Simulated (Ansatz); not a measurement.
The system is Sb.

```
Sb
1.0
     2.15420    1.24373    3.75800
    -2.15420    1.24373    3.75800
     0.00000   -2.48746    3.75800
Sb
2
Cartesian
  0.0000 0.0000 8.6416
  0.0000 0.0000 2.6324
```

```yaml
Program: Ansatz 0.2.0
Task: single point
Functional: PBEsol
Potentials_or_basis: all-electron LAPW, scalar-relativistic
Cutoff: 230 eV (chosen from the basis error)
Basis_error_allowed: 0.001 eV/atom
k_mesh: 8 × 8 × 8
Occupations: fermi-dirac, width 0.05 eV
Spin: no spin polarisation
```

On this cell: pressure 0.0 GPa; largest force 0.104 eV/Å; band gap on the k mesh none (metal or under the smearing width).

The same run follows on a disturbed copy (atoms moved at random, drawn with an rms of 0.05 Å):

```
Sb
1.0
     2.15420    1.24373    3.75800
    -2.15420    1.24373    3.75800
     0.00000   -2.48746    3.75800
Sb
2
Direct
  0.76764 0.75507 0.76479
  0.25004 0.22744 0.22232
```

Task: What does the disturbed cell give?

Result: The energy (extrapolated to zero smearing) moves by +1.3 meV/atom; pressure -0.5 GPa; largest force 0.117 eV/Å; band gap on the k mesh none (metal or under the smearing width).

Forces on the atoms (eV/Å):
```
Sb   0.049  0.084  0.064
Sb  -0.049 -0.084 -0.064
```

Stress tensor (GPa, compression positive):
```
-0.16  0.12 -0.23
 0.12 -0.32 -0.45
-0.23 -0.45 -1.00
```
